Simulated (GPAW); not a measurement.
Runs of GPAW 26.7.0 on Si2Ni. Symmetry: Fm-3m, No. 225, cubic system. Conventional cell: a = 5.406 Å, b = 5.406 Å, c = 5.406 Å, α = 90.00°, β = 90.00°, γ = 90.00°. Ni (site symmetry m-3m) is surrounded by 8 Si at 2.34 Å. Around Si (site symmetry -43m) lie 4 Ni at 2.34 Å. 

```tsv
task	level	potentials or basis	U	k mesh	cutoff (eV)	smearing	maxiter	band path	band points	fermi k mesh	data set	mesh quality	gap on the mesh (eV)	pressure (GPa)	moment (μB)
band structure	LDA	PAW data sets generated in the run's folder for this functional, pw	-	6 × 6 × 6	600	fermi-dirac 0.05 eV	150	GXWKGLUWLK,UX	80	-	-	not flagged	-	-3.5	0.00
Fermi surface	PBE	GPAW PAW data sets (gpaw-data 1.2.1), newer versions, pw	-	5 × 5 × 5	510	fermi-dirac 0.01 eV	150	-	-	8 × 8 × 8	Ni v3	coarse	none	3.5	0.09
single point	HSE06	GPAW PAW data sets (gpaw-data 1.2.1), pw	-	3 × 3 × 3	450	fermi-dirac 0.05 eV	60	-	-	-	-	coarse	none	-	(a)
electron localisation function	PBE	GPAW PAW data sets (gpaw-data 1.2.1), newer versions, pw	-	5 × 5 × 5	510	fermi-dirac 0.01 eV	150	-	-	-	Ni v3	coarse	none	3.5	0.09
band structure	LDA	the program's PAW data sets (release 1.2.1) made for this functional, newer versions, pw	-	6 × 6 × 6	600	fermi-dirac 0.05 eV	150	GXWKGLUWLK,UX	60	-	Ni v3	not flagged	-	-3.9	0.00
band structure	PBE+U	GPAW PAW data sets (gpaw-data 1.2.1), pw	Ni d U = 5.3 eV	6 × 6 × 6	600	fermi-dirac 0.05 eV	150	GXWKGLUWLK,UX	100	-	-	not flagged	-	2.8	0.00
```

Alike in all rows: spin collinear, ferromagnetic start; cell as given.

Q: Estimate the missing entries.

A: (a) 0.22.

Caveats: some runs use coarse meshes; the stock nickel data set gives pressures a few GPa off other programs (some runs); the cutoff is short for stress and forces, so pressures can be off by a GPa or more (some runs); exact exchange converges slowly with the k mesh, and this mesh is small (some runs); the PAW data sets were made with another functional, which shifts forces and pressure a little (some runs); the U is typed as a test and isn't derived for this compound (some runs).

A gap of «none» marks a metal or a gap under the smearing width.

The runs don't all hold the same shells in valence.
